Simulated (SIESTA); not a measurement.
Runs of SIESTA 5.4.2 on SnO2 (Cassiterite). The structure is tetragonal, space group P4_2/mnm (No. 136). The conventional cell has a = 4.738 Å, b = 4.738 Å, c = 3.187 Å, α = 90.00°, β = 90.00°, γ = 90.00°. Sn (site symmetry mmm) has 6 O at 2.05 to 2.06 Å as nearest neighbours. O (site symmetry m2m) has 3 Sn at 2.05 to 2.06 Å as nearest neighbours. 

```tsv
task	potentials or basis	gap on the mesh (eV)	pressure (GPa)	largest force (eV/Å)
single point	PseudoDojo 0.5 standard (PBE files), DZP (energy shift 0.003 Ry; two zetas on semicore shells)	1.02	17.8	0.29
single point	PseudoDojo 0.4 standard (PBE files), DZP (energy shift 0.003 Ry; two zetas on semicore shells)	1.02	17.8	0.29
single point	SG15 1.2 (PBE files) or PseudoDojo by element, DZP (energy shift 0.003 Ry; two zetas on semicore shells)	0.97	(b)	0.33
single point	PseudoDojo 0.4 stringent (PBE files), DZP (energy shift 0.003 Ry; two zetas on semicore shells)	1.37	12.6	(a)
```

Alike in all rows: level PBE; no spin polarisation; cell as given; k mesh 6 × 6 × 8; smearing fermi-dirac 0.05 eV; grid cutoff 800 Ry; energy shift 0.003 Ry.

Question: Estimate the missing entries.

Answer: (a) 0.20; (b) 19.7.

Caveats: spin-orbit coupling is left out, which moves the levels of the heavy elements; the basis of atomic orbitals isn't converged, which shifts pressures, moduli and gaps; so large a pressure means that the cell lies far from this level's equilibrium, or that cutoff or potentials fall short (some runs); short orbitals over semicore shells can move pressures by several GPa (some runs); the valence orbitals were made in a potential fitted to the semicore shell under them, which widens gaps by tenths of an eV or more (some runs).

A k mesh can miss the band edges, and the runs leave out spin-orbit coupling on Sn.

The runs don't all hold the same shells in valence.
